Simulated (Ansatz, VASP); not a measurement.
## Two plane-wave programs on Pb

Contents of INCAR:

```
SYSTEM = Pb
ALGO = Normal
EDIFF = 1E-6
ENCUT = 520
GGA = PE
ISIF = 2
ISMEAR = 0
LASPH = .TRUE.
LCHARG = .FALSE.
LREAL = .FALSE.
LWAVE = .FALSE.
NBANDS = 13
NELM = 100
PREC = Accurate
SIGMA = 0.05
```

The input KPOINTS:

```
k-points
0
G
  12 12 12
  0 0 0
```

The input POSCAR:

```
Pb
1.0
   -1.8752686280      1.8752686280      1.8752686280
    1.8752686280     -1.8752686280      1.8752686280
    1.8752686280      1.8752686280     -1.8752686280
Pb
1
Direct
    0.0000000000      0.0000000000      0.0000000000
```

Input for Ansatz:

```yaml
crystal:
  lattice:
    - [-1.875268628, 1.875268628, 1.875268628]
    - [1.875268628, -1.875268628, 1.875268628]
    - [1.875268628, 1.875268628, -1.875268628]
  atoms:
    - { symbol: Pb, position: [0.0, 0.0, 0.0] }
basis:
  ecutwfc: 420
  fft_grid_basis: typed
kpoints:
  mp_grid: { grid: [12, 12, 12] }
hamiltonian:
  xc: pbe
  pseudopotentials: { kind: paw }
scf:
  occupations: { method: gaussian, width: 0.05 }
output:
  forces: true
  stress: true
  eigenvalues: true
  bader: true
  write_density: true
  volumetric_format: npy
  elf: true
```

This isn't the form of Pb at room conditions, which is fcc.

Alike in both runs: task single point; functional PBE; k mesh 12 × 12 × 12; occupations gaussian, width 0.05 eV; no spin polarisation.

|  | VASP | Ansatz |
| --- | --- | --- |
| version | VASP 6.6.1 | Ansatz 0.2.0 |
| potentials or method | VASP PAW PBE potentials, release 64 (Pb_d) | scalar-relativistic, plane waves, PAW |
| plane-wave cutoff (eV) | 520 | 420 |
| valence electrons in the cell | 14 | 14 |

Ansatz gave:

| Property | Result |
| --- | --- |
| gap on the k mesh at the Fermi level (eV) | none |
| pressure (GPa) | 11.7 |

Task: Estimate VASP's values.

Result: gap on the k mesh at the Fermi level (eV): none; pressure (GPa): 11.6.

A gap of «none» marks a metal or a gap that the smearing closes.

The runs have no spin-orbit coupling, so splittings on Pb are missing.
